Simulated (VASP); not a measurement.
# MgO (Fm-3m) in VASP: notebook

One crystal, MgO, is run at these levels: LDA; tasks: single point.

Everything below comes from runs of VASP 6.6.1. Logs are shortened: lines on timing, memory, paths and dates and some standing lists are left out, and cuts for length are marked.

## Step 1: The crystal as given

Symmetry: Fm-3m, No. 225, cubic system. Conventional cell: a = 4.194 Å, b = 4.194 Å, c = 4.194 Å, α = 90.00°, β = 90.00°, γ = 90.00°. Around Mg (site symmetry m-3m) lie 6 O at 2.10 Å. O (site symmetry m-3m) has 6 Mg at 2.10 Å as nearest neighbours.

The cell is a database's computed one.

## Step 2: Single point, LDA

File INCAR:

```
PREC = Accurate
ENCUT = 500
EDIFF = 1E-7
ISMEAR = 0
SIGMA = 0.05
LREAL = False
LASPH = True
NELM = 100
ALGO = Normal
ISIF = 2
LWAVE = False
LCHARG = False
GGA = CA
NBANDS = 11
ADDGRID = False
```

File KPOINTS:

```
regular mesh
0
Gamma
  4 4 4
```

File POSCAR:

```
MgO
1.0
    0.0000000000      2.0970013927      2.0970013927
    2.0970013927      0.0000000000      2.0970013927
    2.0970013927      2.0970013927      0.0000000000
Mg O
1 1
Direct
    0.0000000000      0.0000000000      0.0000000000
    0.5000000000      0.5000000000      0.5000000000
```

Potentials or basis: VASP PAW LDA potentials, release 64 (Mg, O).

The run is started by

```
$ cat potpaw_LDA.64/Mg/POTCAR potpaw_LDA.64/O/POTCAR > POTCAR
$ mpirun -np 1 vasp_std > vasp.out
```

OUTCAR:

```text
PREC = Accurate
   ENCUT = 500
   EDIFF = 1E-7
   ISMEAR = 0
   LREAL = False
   LASPH = True
   NELM = 100
   ISIF = 2
   GGA = CA

 Found      8 irreducible k-points:

 Following reciprocal coordinates:
            Coordinates               Weight
  0.000000  0.000000  0.000000      1.000000
  0.250000  0.000000  0.000000      8.000000
  0.500000  0.000000  0.000000      4.000000
  0.250000  0.250000  0.000000      6.000000
  0.500000  0.250000  0.000000     24.000000
 -0.250000  0.250000  0.000000     12.000000
   k-points           NKPTS =      8   k-points in BZ     NKDIM =      8   number of bands    NBANDS=     11
   number of dos      NEDOS =    301   number of ions     NIONS =      2
   total plane-waves  NPLWV =  13824
   dimension x,y,z NGX =    24 NGY =   24 NGZ =   24
   dimension x,y,z NGXF=    48 NGYF=   48 NGZF=   48
   ions per type =               1   1
   NGX,Y,Z   is equivalent  to a cutoff of  13.45, 13.45, 13.45 a.u.
   NGXF,Y,Z  is equivalent  to a cutoff of  26.91, 26.91, 26.91 a.u.
 SYSTEM =  unknown system
   PREC   = accura    normal or accurate (medium, high low for compatibility)
   ISTART =      0    job   : 0-new  1-cont  2-samecut
   ICHARG =      2    charge: 1-file 2-atom 10-const
   ISPIN  =      1    spin polarized calculation?
   LNONCOLLINEAR =      F non collinear calculations
   LSORBIT =      F    spin-orbit coupling
   LASPH  =      T    aspherical Exc in radial PAW
   ENCUT  =  500.0 eV  36.75 Ry    6.06 a.u.   5.41  5.41  5.41*2*pi/ulx,y,z
   NELM   =    100;   NELMIN=  2; NELMDL= -5     # of ELM steps
   EDIFF  = 0.1E-06   stopping-criterion for ELM
   LREAL  =      F    real-space projection
   EDIFFG = 0.1E-05   stopping-criterion for IOM
   NSW    =      0    number of steps for IOM
   IBRION =     -1    ionic relax: 0-MD 1-quasi-New 2-CG
   NFREE  =      0    steps in history (QN), initial steepest desc. (CG)
   ISIF   =      2    stress and relaxation
   ISYM   =      2    0-nonsym 1-usesym 2-fastsym
   POTIM  = 0.5000    time-step for ionic-motion
   TEBEG  =    0.0;   TEEND  =   0.0 temperature during run
   PSTRESS=    0.0 pullay stress
   NELECT =       8.0000    total number of electrons
   NUPDOWN=      -1.0000    fix difference up-down
   EMIN   =  10.00;   EMAX   =-10.00  energy-range for DOS
   EFERMI =   0.00;   METHOD = LEGACY
   ISMEAR =     0;   SIGMA  =   0.05  broadening in eV -4-tet -1-fermi 0-gaus
   EFERMI_NEDOS =   21; number of points for ismear=-14 and -15
   IALGO  =     38    algorithm
   IMIX   =      4    mixing-type and parameters
     AMIX     =   0.40;   BMIX     =  1.00
     AMIX_MAG =   1.60;   BMIX_MAG =  1.00
  volume/ion in A,a.u.               =       9.22        62.23
  Fermi-wavevector in a.u.,A,eV,Ry     =   1.239261  2.341864 20.895389  1.535768
  Thomas-Fermi vector in A             =   2.373752
   LORBIT       =      0    0 simple, 1 ext, 2 COOP (PROOUT), +10 PAW based schemes
   GGA     = CA    functional components
   LHFCALC =     F    Hartree Fock is set to
   AEXX    =    0.0000 exact exchange contribution
   IVDW    =     0    specifies the selected vdW correction
   LEPSILON=     F    determine dielectric tensor
   LRPA    =     F    only Hartree local field effects (RPA)
 non-spin polarized calculation
 Gauss-broadening in eV      SIGMA  =   0.05
  energy-cutoff  :      500.00
  volume of cell :       18.44
 maximum number of plane-waves:       483
 NGX is ok and might be reduce to    24
   NGX = 11   NGY = 11   NGZ = 11

 number of electron       8.0000004 magnetization

 Free energy of the ion-electron system (eV)
  ---------------------------------------------------
  ext. energy  EPLUGINS =         0.00000000
  ---------------------------------------------------
  free energy    TOTEN  =       -13.42116623 eV

  energy without entropy =      -13.42116623  energy(sigma->0) =      -13.42116623

 E-fermi :   3.3128     XC(G=0): -11.6522

 val. band max:        2.9949061463   @ k =   0.0000   0.0000   0.0000
 cond. band min:       7.7682917026   @ k =   0.0000   0.0000   0.0000
 fundamental gap:      4.7733855563
 Fermi energy:         3.3128155767

 k-point     1 :       0.0000    0.0000    0.0000
  band No.  band energies     occupation
      1     -14.0768      2.00000
      2       2.9949      2.00000
      3       2.9949      2.00000
      4       2.9949      2.00000
      5       7.7683      0.00000
      6      18.5753      0.00000
      7      18.5753      0.00000
      8      18.5753      0.00000
      9      22.6337      0.00000
     10      24.2945      0.00000
     11      24.2945      0.00000

 k-point     2 :       0.2500    0.0000    0.0000
  band No.  band energies     occupation
      1     -13.4485      2.00000
      2       0.2705      2.00000
      3       2.6388      2.00000
      4       2.6388      2.00000
      5      10.0819      0.00000
      6      15.4167      0.00000
      7      19.4472      0.00000
      8      19.4472      0.00000
      9      22.9259      0.00000
     10      22.9259      0.00000
     11      24.8330      0.00000

 k-point     3 :       0.5000    0.0000    0.0000
  band No.  band energies     occupation
      1     -12.6896      2.00000
      2      -1.7691      2.00000
      3       2.3132      2.00000
      4       2.3132      2.00000
      5      10.7959      0.00000
      6      15.5366      0.00000
      7      19.1087      0.00000
      8      19.1087      0.00000
      9      23.7266      0.00000
     10      25.2990      0.00000
     11      25.2990      0.00000

 k-point     4 :       0.2500    0.2500    0.0000
  band No.  band energies     occupation
      1     -13.2739      2.00000
      2       0.3013      2.00000
      3       2.2306      2.00000
      4       2.2306      2.00000
      5      11.0720      0.00000
      6      13.9406      0.00000
      7      18.2977      0.00000
      8      20.2893      0.00000
      9      20.2893      0.00000
     10      26.1841      0.00000
     11      30.0453      0.00000

 k-point     5 :       0.5000    0.2500    0.0000
  band No.  band energies     occupation
      1     -12.5633      2.00000
      2      -0.9415      2.00000
      3       1.0076      2.00000
      4       1.9389      2.00000
      5      12.5771      0.00000
      6      14.4702      0.00000
      7      16.1267      0.00000
      8      20.4697      0.00000
      9      21.6509      0.00000
     10      27.3035      0.00000
     11      29.5689      0.00000

 k-point     6 :      -0.2500    0.2500    0.0000
  band No.  band energies     occupation
      1     -12.7719      2.00000
      2      -0.6044      2.00000
      3       0.9204      2.00000
      4       2.3142      2.00000
      5      12.4365      0.00000
      6      14.6504      0.00000
      7      16.8620      0.00000
      8      20.3242      0.00000
      9      22.7862      0.00000
     10      23.8244      0.00000
     11      28.5443      0.00000

 [... further k-points ...]
[... 5 lines left out ...]
  --------------------------------------------------------------------------------------
  -------------------------------------------------------------------------------------
  Total       -0.6665079     -0.6665079     -0.6665079      0.0000000      0.0000000     -0.0000000
  in kB      -57.9014915    -57.9014915    -57.9014915      0.0000000      0.0000000     -0.0000000
  external PRESSURE =     -57.9014915 kB  Pullay stress =       0.0000000 kB

 VOLUME and BASIS-vectors are now :
 -----------------------------------------------------------------------------
  energy-cutoff  :      500.00
  volume of cell :       18.44
      direct lattice vectors                 reciprocal lattice vectors
     0.000000000  2.097001393  2.097001393    -0.238435702  0.238435702  0.238435702
     2.097001393  0.000000000  2.097001393     0.238435702 -0.238435702  0.238435702
     2.097001393  2.097001393  0.000000000     0.238435702  0.238435702 -0.238435702

 POSITION                                       TOTAL-FORCE (eV/Angst)
 -----------------------------------------------------------------------------------
      0.00000      0.00000      0.00000         0.000000      0.000000      0.000000
      2.09700      2.09700      2.09700         0.000000      0.000000      0.000000
 -----------------------------------------------------------------------------------
    total drift:                               -0.000000     -0.000000      0.000000

  FREE ENERGIE OF THE ION-ELECTRON SYSTEM (eV)
  ---------------------------------------------------
  free  energy   TOTEN  =       -13.4211662328 eV

  energy  without entropy=      -13.4211662328  energy(sigma->0) =      -13.42116623
```

Run time: 2.5 s. Hardware: 1 thread of AMD EPYC 9R45 (Zen 5), shared host; peak memory 0.09 GiB.

These settings aren't checked as converged: the numbers below hold their error.

What came out:

| Item | Value |
| --- | --- |
| Free energy | -13.4212 eV |
| Pressure | -5.8 GPa |
| Band gap on the k mesh | 4.77 eV, direct |

Caveat: the k mesh is coarse (spacing up to 0.65 Å⁻¹), so the values aren't converged.

## Step 3: Single point, LDA

INCAR is that of step 2.

KPOINTS is that of step 2.

File POSCAR:

```
MgO
1.0
    0.0000000000      2.0970013927      2.0970013927
    2.0970013927      0.0000000000      2.0970013927
    2.0970013927      2.0970013927      0.0000000000
Mg O
1 1
Direct
   -0.0111690000     -0.0083340000      0.0019910000
    0.5083620000      0.4891820000      0.5308490000
```

Potentials or basis: VASP PAW LDA potentials, release 64 (Mg, O).

The run is started by

```
$ cat potpaw_LDA.64/Mg/POTCAR potpaw_LDA.64/O/POTCAR > POTCAR
$ mpirun -np 1 vasp_std > vasp.out
```

It took 5.8 s on 1 thread of AMD EPYC 9R45 (Zen 5), shared host; peak memory 0.09 GiB.

These settings aren't checked as converged: the numbers below hold their error.

Results:

* Free energy: -13.3812 eV
* Pressure: -4.3 GPa
* Largest force: 0.672 eV/Å
* Band gap on the k mesh: 4.76 eV, direct

Caveat: the k mesh is coarse (spacing up to 0.65 Å⁻¹), so the values aren't converged.

## Step 4: For comparison

An earlier run on the cell as given: functional PBE; potentials or basis VASP PAW PBE potentials, release 64 (Mg, O); cutoff 520 eV; k mesh 11 × 11 × 11; occupations fermi-dirac, width 0.05 eV; no spin polarisation.

* Pressure: 6.2 GPa
* Band gap on the k mesh: 4.85 eV, direct
